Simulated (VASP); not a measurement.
# Mg12H (a cell with a defect) in VASP: notebook

The runs below take Mg12H (a cell with a defect) through single point, relaxation of the atoms, with PBE.

Everything below comes from runs of VASP 6.6.1. Logs are shortened: lines on timing, memory, paths and dates and some standing lists are left out, and cuts for length are marked.

### Step 1. The crystal as given

The cell holds a defect, 13 atoms: a = 6.420 Å, b = 9.630 Å, c = 5.213 Å, α = 90.00°, β = 90.00°, γ = 120.00°.

The cell was built by a generator and needn't be a form met in nature.

### Step 2. Single point, PBE

Contents of INCAR:

```
SYSTEM = Mg12H
  PREC = Accurate
  ENCUT = 520
  EDIFF = 1E-6
  ISMEAR = -1
  SIGMA = 0.15
  LREAL = .FALSE.
  LASPH = .TRUE.
  NELM = 100
  ALGO = Normal
  ISIF = 2
  LWAVE = .FALSE.
  LCHARG = .FALSE.
  GGA = PE
  NBANDS = 24
```

Contents of KPOINTS:

```
Automatic mesh
0
G
  2 2 2
  0 0 0
```

Contents of POSCAR:

```
Mg12H
1.0
    6.4200000000      0.0000000000      0.0000000000
   -4.8150000000      8.3398250000      0.0000000000
    0.0000000000      0.0000000000      5.2130400000
Mg H
12 1
Direct
    0.0003375016      0.0014451932      0.0003311444
    0.1673345984      0.2224392512      0.4958066731
   -0.0003179669      0.3329612571     -0.0012036789
    0.1665126932      0.5560666621      0.4975181022
    0.0019957683      0.6663172004      0.0053838985
    0.1684419370      0.8879755550      0.4931934077
    0.4999164427     -0.0006871932      0.0024335608
    0.6672493996      0.2229025950      0.5010071384
    0.4993139063      0.3332580419      0.0040675964
    0.6661639979      0.5542103120      0.4998458418
    0.4986104253      0.6676146195      0.0069726078
    0.6645212468      0.8893453417      0.4945948964
    0.3338026498      0.7820694642      0.7507822114
```

Potentials or basis: VASP PAW PBE potentials, release 64 (Mg, H).

Launch:

```
$ cat potpaw_PBE.64/Mg/POTCAR potpaw_PBE.64/H/POTCAR > POTCAR
$ mpirun -np 1 vasp_std > vasp.out
```

OUTCAR:

```text
SYSTEM = Mg12H
   PREC = Accurate
   ENCUT = 520
   EDIFF = 1E-6
   ISMEAR = -1
   LREAL = .FALSE.
   LASPH = .TRUE.
   NELM = 100
   ISIF = 2
   GGA = PE

 ion  position               nearest neighbor table
   1  0.000  0.001  0.000-   2 3.17  12 3.18   6 3.18   3 3.19   9 3.20   7 3.20   2 3.21   7 3.22
                            11 3.22  12 3.23   5 3.23   6 3.24
   2  0.167  0.222  0.496-   9 3.16   1 3.17   3 3.19  10 3.20   8 3.21   3 3.21   1 3.21   8 3.21
                             4 3.22  12 3.22   6 3.22   9 3.23
   3  1.000  0.333  0.999-   2 3.19   8 3.19   1 3.19   4 3.20   5 3.20   8 3.20   9 3.21   4 3.21
                             7 3.21   2 3.21  11 3.21   9 3.21
   4  0.167  0.556  0.498-   5 3.15  11 3.15   6 3.19   3 3.20  10 3.20  12 3.20   8 3.21   3 3.21
                             2 3.22  10 3.22   5 3.22  11 3.23
   5  0.002  0.666  0.005-   6 3.14   4 3.15  11 3.18  10 3.18   7 3.20   3 3.20   9 3.22   4 3.22
                            10 3.23   1 3.23  11 3.24   6 3.25
   6  0.168  0.888  0.493-  13 2.25   5 3.14   7 3.15  12 3.18   1 3.18   4 3.19   8 3.21  10 3.22
                             2 3.22   7 3.23  12 3.24   1 3.24   5 3.25
   7  0.500  0.999  0.002-  13 2.24  12 3.15   6 3.15  11 3.19   8 3.20   5 3.20   1 3.20   3 3.21
                             8 3.21   1 3.22   9 3.22  12 3.22   6 3.23
   8  0.667  0.223  0.501-   9 3.19   3 3.19  10 3.19   7 3.20  12 3.20   3 3.20   4 3.21   2 3.21
                             7 3.21   9 3.21   2 3.21   6 3.21
   9  0.499  0.333  0.004-   2 3.16  10 3.17   8 3.19   1 3.20   3 3.21  10 3.21   8 3.21   3 3.21
                             5 3.22   7 3.22  11 3.22   2 3.23
  10  0.666  0.554  0.500-   9 3.17  11 3.18   5 3.18   8 3.19   2 3.20   4 3.20   9 3.21   4 3.22
                             6 3.22   5 3.23  12 3.23  11 3.24
  11  0.499  0.668  0.007-  12 3.14   4 3.15   5 3.18  10 3.18   7 3.19   3 3.21   1 3.22   9 3.22
                             4 3.23   5 3.24  10 3.24  12 3.25
  12  0.665  0.889  0.495-  13 2.27  11 3.14   7 3.15   6 3.18   1 3.18   4 3.20   8 3.20   2 3.22
                             7 3.22   1 3.23  10 3.23   6 3.24  11 3.25
  13  0.334  0.782  0.751-   7 2.24   6 2.25  12 2.27

  LATTYP: Found a simple monoclinic cell.
 ALAT       =     6.4200000000
 B/A-ratio  =     0.8120000000
 C/A-ratio  =     1.3228757108
 COS(beta)  =    -0.1889822286

  Lattice vectors:

 A1 = (   6.4200000000,   0.0000000000,   0.0000000000)
 A2 = (   0.0000000000,   0.0000000000,   5.2130400000)
 A3 = (  -1.6050000000,  -8.3398250000,   0.0000000000)

Analysis of symmetry for initial positions (statically):
=====================================================================
 Subroutine PRICEL returns:
 Original cell was already a primitive cell.

 Routine SETGRP: Setting up the symmetry group for a
 simple monoclinic supercell.

 Subroutine GETGRP returns: Found  1 space group operations
 (whereof  1 operations were pure point group operations)
 out of a pool of  4 trial point group operations.

The static configuration has the point symmetry C_1 .

Analysis of symmetry for dynamics (positions and initial velocities):
=====================================================================
 Subroutine PRICEL returns:
 Original cell was already a primitive cell.

 Routine SETGRP: Setting up the symmetry group for a
 simple monoclinic supercell.

 Subroutine GETGRP returns: Found  1 space group operations
 (whereof  1 operations were pure point group operations)
 out of a pool of  4 trial point group operations.

The dynamic configuration has the point symmetry C_1 .

 Subroutine INISYM returns: Found  1 space group operations
 (whereof  1 operations are pure point group operations),
 and found     1 'primitive' translations

----------------------------------------------------------------------------------------

                                     Primitive cell

  volume of cell :     279.1149

  direct lattice vectors                    reciprocal lattice vectors
     6.420000000  0.000000000  0.000000000     0.155763240  0.089929945  0.000000000
    -4.815000000  8.339825000  0.000000000     0.000000000  0.119906593  0.000000000
     0.000000000  0.000000000  5.213040000     0.000000000  0.000000000  0.191826650

  length of vectors
     6.420000000  9.630000313  5.213040000     0.179859895  0.119906593  0.191826650

  position of ions in fractional coordinates (direct lattice)
     0.000337502  0.001445193  0.000331144
     0.167334598  0.222439251  0.495806673
     0.999682033  0.332961257  0.998796321
     0.166512693  0.556066662  0.497518102
     0.001995768  0.666317200  0.005383898
     0.168441937  0.887975555  0.493193408
     0.499916443  0.999312807  0.002433561
     0.667249400  0.222902595  0.501007138
     0.499313906  0.333258042  0.004067596
     0.666163998  0.554210312  0.499845842
     0.498610425  0.667614620  0.006972608
     0.664521247  0.889345342  0.494594896
     0.333802650  0.782069464  0.750782211

  ion indices of the primitive-cell ions
   primitive index   ion index
                 1           1
                 2           2
                 3           3
                 4           4
                 5           5
                 6           6
                 7           7
                 8           8
                 9           9
                10          10
                11          11
                12          12
                13          13

----------------------------------------------------------------------------------------

 KPOINTS: Automatic mesh

Automatic generation of k-mesh.
 Grid dimensions read from file:
 generate k-points for:    2    2    2

 Generating k-lattice:

  Cartesian coordinates                     Fractional coordinates (reciprocal lattice)
     0.077881620  0.044964972  0.000000000     0.500000000  0.000000000  0.000000000
     0.000000000  0.059953296  0.000000000     0.000000000  0.500000000  0.000000000
     0.000000000  0.000000000  0.095913325     0.000000000  0.000000000  0.500000000

  Length of vectors
     0.089929947  0.059953296  0.095913325

  Shift w.r.t. Gamma in fractional coordinates (k-lattice)
     0.000000000  0.000000000  0.000000000

 Subroutine IBZKPT returns following result:
[... 15 lines left out ...]
   number of dos      NEDOS =    301   number of ions     NIONS =     13
   total plane-waves  NPLWV = 138240
   dimension x,y,z NGX =    48 NGY =   72 NGZ =   40
   dimension x,y,z NGXF=    96 NGYF=  144 NGZF=   80
   ions per type =              12   1
   NGX,Y,Z   is equivalent  to a cutoff of  12.43, 12.43, 12.76 a.u.
   NGXF,Y,Z  is equivalent  to a cutoff of  24.86, 24.86, 25.51 a.u.
 SYSTEM =  Mg12H
   PREC   = accura    normal or accurate (medium, high low for compatibility)
   ISTART =      0    job   : 0-new  1-cont  2-samecut
   ICHARG =      2    charge: 1-file 2-atom 10-const
   ISPIN  =      1    spin polarized calculation?
   LNONCOLLINEAR =      F non collinear calculations
   LSORBIT =      F    spin-orbit coupling
   LASPH  =      T    aspherical Exc in radial PAW
   ENCUT  =  520.0 eV  38.22 Ry    6.18 a.u.  11.94 17.91  9.69*2*pi/ulx,y,z
   NELM   =    100;   NELMIN=  2; NELMDL= -5     # of ELM steps
   EDIFF  = 0.1E-05   stopping-criterion for ELM
   LREAL  =      F    real-space projection
   EDIFFG = 0.1E-04   stopping-criterion for IOM
   NSW    =      0    number of steps for IOM
   IBRION =     -1    ionic relax: 0-MD 1-quasi-New 2-CG
   NFREE  =      0    steps in history (QN), initial steepest desc. (CG)
   ISIF   =      2    stress and relaxation
   ISYM   =      2    0-nonsym 1-usesym 2-fastsym
   POTIM  = 0.5000    time-step for ionic-motion
   TEBEG  =    0.0;   TEEND  =   0.0 temperature during run
   PSTRESS=    0.0 pullay stress
   NELECT =      25.0000    total number of electrons
   NUPDOWN=      -1.0000    fix difference up-down
   EMIN   =  10.00;   EMAX   =-10.00  energy-range for DOS
   EFERMI =   0.00;   METHOD = LEGACY
   ISMEAR =    -1;   SIGMA  =   0.15  broadening in eV -4-tet -1-fermi 0-gaus
   EFERMI_NEDOS =   21; number of points for ismear=-14 and -15
   IALGO  =     38    algorithm
   IMIX   =      4    mixing-type and parameters
     AMIX     =   0.40;   BMIX     =  1.00
     AMIX_MAG =   1.60;   BMIX_MAG =  1.00
  volume/ion in A,a.u.               =      21.47       144.89
  Fermi-wavevector in a.u.,A,eV,Ry     =   0.732477  1.384180  7.299827  0.536522
  Thomas-Fermi vector in A             =   1.824949
   LORBIT       =      0    0 simple, 1 ext, 2 COOP (PROOUT), +10 PAW based schemes
   GGA     = PE    functional components
   LHFCALC =     F    Hartree Fock is set to
   AEXX    =    0.0000 exact exchange contribution
   IVDW    =     0    specifies the selected vdW correction
   LEPSILON=     F    determine dielectric tensor
   LRPA    =     F    only Hartree local field effects (RPA)
 non-spin polarized calculation
  energy-cutoff  :      520.00
  volume of cell :      279.11
 maximum number of plane-waves:      7532
 NGX is ok and might be reduce to    48
   NGX = 23   NGY = 35   NGZ = 19

 number of electron      25.0000000 magnetization

 Free energy of the ion-electron system (eV)
  ---------------------------------------------------
  ext. energy  EPLUGINS =         0.00000000
  ---------------------------------------------------
  free energy    TOTEN  =       -21.19780857 eV

  energy without entropy =      -20.80905626  energy(sigma->0) =      -21.00343241

 E-fermi :   2.4866     XC(G=0):  -8.5055

 val. band max:        2.4407765625   @ k =   0.0000   0.5000   0.0000
 cond. band min:       2.5292159218   @ k =   0.5000   0.0000   0.0000
 fundamental gap:      0.0884393593
 Fermi energy:         2.4866006210

 k-point     1 :       0.0000    0.0000    0.0000
  band No.  band energies     occupation
      1      -4.7962      2.00000
      2      -2.9767      2.00000
      3      -2.1342      2.00000
      4      -1.1946      2.00000
      5      -0.5753      2.00000
      6       0.0183      2.00000
[... 16 lines left out ...]
     23       5.3305      0.00000
     24       5.7129      0.00000

 k-point     2 :       0.5000    0.0000    0.0000
  band No.  band energies     occupation
      1      -4.2844      2.00000
      2      -3.0463      2.00000
      3      -2.7218      2.00000
      4      -2.5179      2.00000
      5      -0.4136      2.00000
      6       0.5810      1.99999
[... 16 lines left out ...]
     23       6.1390      0.00000
     24       6.1729      0.00000
[... 133 lines left out ...]
     23       6.9295      0.00000
     24       6.9529      0.00000

 k-point     8 :       0.5000    0.5000    0.5000
  band No.  band energies     occupation
      1      -3.8054      2.00000
      2      -2.0126      2.00000
      3      -1.9506      2.00000
      4      -1.9324      2.00000
      5      -1.0362      2.00000
      6      -0.4191      2.00000
[... 16 lines left out ...]
     23       5.7500      0.00000
     24       5.7569      0.00000

------------------------ aborting loop because EDIFF is reached ----------------------------------------

  FORCE on cell =-STRESS in cart. coord.  units (eV):
  Direction    XX          YY          ZZ          XY          YZ          ZX
  --------------------------------------------------------------------------------------
  -------------------------------------------------------------------------------------
  Total       -2.8363209     -0.9610358      3.2157650      0.7969526      0.0863594      0.0664968
  in kB      -16.2810691     -5.5165446     18.4591571      4.5746731      0.4957207      0.3817055
  external PRESSURE =      -1.1128189 kB  Pullay stress =       0.0000000 kB

 VOLUME and BASIS-vectors are now :
 -----------------------------------------------------------------------------
  energy-cutoff  :      520.00
  volume of cell :      279.11
      direct lattice vectors                 reciprocal lattice vectors
     6.420000000  0.000000000  0.000000000     0.155763240  0.089929945  0.000000000
    -4.815000000  8.339825000  0.000000000     0.000000000  0.119906593  0.000000000
     0.000000000  0.000000000  5.213040000     0.000000000  0.000000000  0.191826650

 POSITION                                       TOTAL-FORCE (eV/Angst)
 -----------------------------------------------------------------------------------
     -0.00479      0.01205      0.00173        -0.014829      0.027835      0.020299
      0.00324      1.85510      2.58466         0.007178      0.007329     -0.029803
      4.81475      2.77684      5.20677         0.002383     -0.007502     -0.018103
     -1.60845      4.63750      2.59358        -0.005591      0.003169      0.027201
     -3.19550      5.55697      0.02807        -0.000574     -0.008165     -0.011925
     -3.19421      7.40556      2.57104        -0.005663     -0.002932      0.001177
     -1.60223      8.33409      0.01269         0.005350      0.004038     -0.021679
      3.21047      1.85897      2.61177        -0.000947      0.009976      0.017125
      1.60096      2.77931      0.02120        -0.008471     -0.005420      0.029079
      1.60825      4.62202      2.60572         0.013025     -0.027945     -0.018864
     -0.01349      5.56779      0.03635        -0.001545      0.006828     -0.006009
     -0.01597      7.41698      2.57834         0.001176      0.009154      0.012137
     -1.62265      6.52232      3.91386         0.008510     -0.016364     -0.000636
 -----------------------------------------------------------------------------------
    total drift:                                0.000007     -0.000008      0.000014

  FREE ENERGIE OF THE ION-ELECTRON SYSTEM (eV)
  ---------------------------------------------------
  free  energy   TOTEN  =       -21.1978085674 eV

  energy  without entropy=      -20.8090562625  energy(sigma->0) =      -21.00343241
```

Wall time 39 s (1 thread of AMD EPYC 9R45 (Zen 5), shared host); peak memory 0.34 GiB.

What came out:

```yaml
Free_energy: -21.1978 eV
Pressure: -0.1 GPa
Largest_force: 0.038 eV/Å
Band_gap_on_the_k_mesh: none (metal or under the smearing width)
```

Forces on the atoms (eV/Å):
```
Mg  -0.015  0.028  0.020
Mg   0.007  0.007 -0.030
Mg   0.002 -0.008 -0.018
Mg  -0.006  0.003  0.027
Mg  -0.001 -0.008 -0.012
Mg  -0.006 -0.003  0.001
Mg   0.005  0.004 -0.022
Mg  -0.001  0.010  0.017
Mg  -0.008 -0.005  0.029
Mg   0.013 -0.028 -0.019
Mg  -0.002  0.007 -0.006
Mg   0.001  0.009  0.012
H    0.009 -0.016 -0.001
```

Stress tensor (GPa, compression positive):
```
-1.63  0.46  0.04
 0.46 -0.55  0.05
 0.04  0.05  1.85
```

Levels at points of the mesh, in eV from the Fermi level:
```tsv
k point	band 8	band 9	band 10	band 11	band 12	band 13	band 14	band 15	band 16	band 17
(0.00, 0.00, 0.00)	-1.74	-1.18	-0.61	-0.05	0.16	0.42	0.61	0.68	1.36	1.87
(0.50, 0.00, 0.00)	-0.42	-0.39	-0.38	-0.11	-0.08	0.04	0.07	0.42	0.50	0.91
(0.00, 0.50, 0.00)	-1.98	-1.46	-1.03	-0.72	-0.58	-0.21	-0.05	1.15	1.87	2.22
(0.50, 0.50, 0.00)	-0.66	-0.34	-0.20	0.09	0.78	0.96	1.00	1.06	1.10	1.13
(0.00, 0.00, 0.50)	-1.77	-1.75	-1.73	-1.14	-1.00	-0.54	-0.38	0.86	1.31	1.38
(0.50, 0.00, 0.50)	-3.65	-1.37	-0.68	-0.64	-0.62	0.38	0.92	1.01	1.01	2.33
(0.00, 0.50, 0.50)	-1.73	-1.29	-1.02	-1.00	-0.96	-0.59	-0.38	-0.37	-0.32	1.03
(0.50, 0.50, 0.50)	-2.88	-2.17	-1.88	-1.87	-1.85	1.10	2.33	2.39	2.41	2.85
```

Caveat: the k mesh is coarse (spacing up to 0.60 Å⁻¹), so the values aren't converged.

### Step 3. Relaxation of the atoms, PBE

Contents of INCAR:

```
SYSTEM = Mg12H
PREC     = Accurate       ! precision mode
ENCUT    = 520            ! plane-wave cutoff, eV
EDIFF    = 1E-6           ! SCF threshold, eV
ISMEAR   = -1             ! smearing method
SIGMA    = 0.15           ! smearing width, eV
LREAL    = .False.        ! projectors in reciprocal space
LASPH    = .True.         ! aspherical terms in the spheres
NELM     = 100            ! most SCF steps
ALGO     = Normal         ! electronic algorithm
ISIF     = 2              ! what is computed and relaxed
LWAVE    = .False.        ! write WAVECAR
LCHARG   = .False.        ! write CHGCAR
GGA      = PE             ! functional
IBRION   = 2              ! ionic algorithm
NSW      = 45             ! ionic steps
EDIFFG   = -0.08          ! ionic threshold
```

Contents of KPOINTS:

```
regular mesh
0
Gamma
  2 2 2
  0 0 0
```

Contents of POSCAR:

```
Mg12H
1.0
    6.4200000000      0.0000000000      0.0000000000
   -4.8150000000      8.3398250000      0.0000000000
    0.0000000000      0.0000000000      5.2130400000
Mg H
12 1
Direct
    0.0000000000      0.0000000000      0.0000000000
    0.1666667000      0.2222222000      0.5000000000
    0.0000000000      0.3333333000      0.0000000000
    0.1666667000      0.5555556000      0.5000000000
    0.0000000000      0.6666667000      0.0000000000
    0.1666667000      0.8888889000      0.5000000000
    0.5000000000      0.0000000000      0.0000000000
    0.6666667000      0.2222222000      0.5000000000
    0.5000000000      0.3333333000      0.0000000000
    0.6666667000      0.5555556000      0.5000000000
    0.5000000000      0.6666667000      0.0000000000
    0.6666667000      0.8888889000      0.5000000000
    0.3338824000      0.7825849000      0.7507334000
```

Potentials or basis: VASP PAW PBE potentials, release 64 (Mg, H).

Launch:

```
$ cat potpaw_PBE.64/Mg/POTCAR potpaw_PBE.64/H/POTCAR > POTCAR
$ mpirun -np 1 vasp_std > vasp.out
```

Run time: 64 s. Hardware: 1 thread of AMD EPYC 9R45 (Zen 5), shared host; peak memory 0.36 GiB.

The run converged. Its results:

- Free energy: -21.1969 eV
- Energy gained by relaxing: 1.2 meV/atom
- Ionic steps: 3
- Pressure after relaxing: -0.1 GPa
- Largest force after relaxing: 0.055 eV/Å
- Band gap on the k mesh: none (metal or under the smearing width)

Forces on the atoms (eV/Å):
```
Mg  -0.015  0.032 -0.017
Mg   0.007  0.010  0.000
Mg  -0.002 -0.006 -0.054
Mg  -0.007  0.010  0.028
Mg   0.019 -0.006 -0.012
Mg   0.019 -0.014 -0.005
Mg   0.006 -0.008 -0.027
Mg   0.003  0.012  0.053
Mg  -0.009 -0.007 -0.001
Mg   0.012 -0.030  0.018
Mg  -0.019  0.017  0.005
Mg  -0.022  0.008  0.012
H    0.008 -0.016  0.000
```

Stress tensor (GPa, compression positive):
```
-1.63  0.47  0.04
 0.47 -0.56  0.05
 0.04  0.05  1.85
```

The path:
```tsv
step	energy change (eV)	largest force (eV/Å)	pressure (GPa)
1	0.0000	0.1604	-0.13
2	-0.0075	0.1189	-0.13
3	-0.0155	0.0546	-0.12
```

Final structure:
```
Mg H
1.0
     6.42000    0.00000    0.00000
    -4.81500    8.33982    0.00000
     0.00000    0.00000    5.21304
Mg H
12 1
Direct
  0.00027 0.00140 0.00415
  0.16733 0.22251 0.49593
  0.99992 0.33300 0.00056
  0.16653 0.55605 0.49731
  0.00115 0.66640 0.00430
  0.16775 0.88854 0.49500
  0.50012 0.99952 0.00289
  0.66699 0.22275 0.49937
  0.49931 0.33313 0.00401
  0.66624 0.55414 0.49597
  0.49898 0.66709 0.00484
  0.66544 0.88919 0.49563
  0.33385 0.78220 0.75075
```

Levels at points of the mesh, in eV from the Fermi level:
```
           k point  band 9  band 10  band 11  band 12  band 13  band 14  band 15  band 16
(0.00, 0.00, 0.00)   -1.17    -0.62    -0.05     0.17     0.42     0.62     0.68     1.35
(0.50, 0.00, 0.00)   -0.40    -0.38    -0.11    -0.08     0.04     0.07     0.42     0.49
(0.00, 0.50, 0.00)   -1.45    -1.03    -0.72    -0.58    -0.21    -0.05     1.15     1.87
(0.50, 0.50, 0.00)   -0.34    -0.20     0.08     0.78     0.96     1.01     1.06     1.11
(0.00, 0.00, 0.50)   -1.75    -1.74    -1.13    -1.00    -0.54    -0.38     0.87     1.31
(0.50, 0.00, 0.50)   -1.35    -0.67    -0.64    -0.63     0.38     0.92     1.00     1.00
(0.00, 0.50, 0.50)   -1.29    -1.02    -1.00    -0.96    -0.61    -0.39    -0.36    -0.31
(0.50, 0.50, 0.50)   -2.16    -1.88    -1.87    -1.86     1.11     2.33     2.39     2.41
```

Caveat: the k mesh is coarse (spacing up to 0.60 Å⁻¹), so the values aren't converged; the relaxation stopped at a loose force limit of 0.08 eV/Å, so its end isn't a converged minimum.
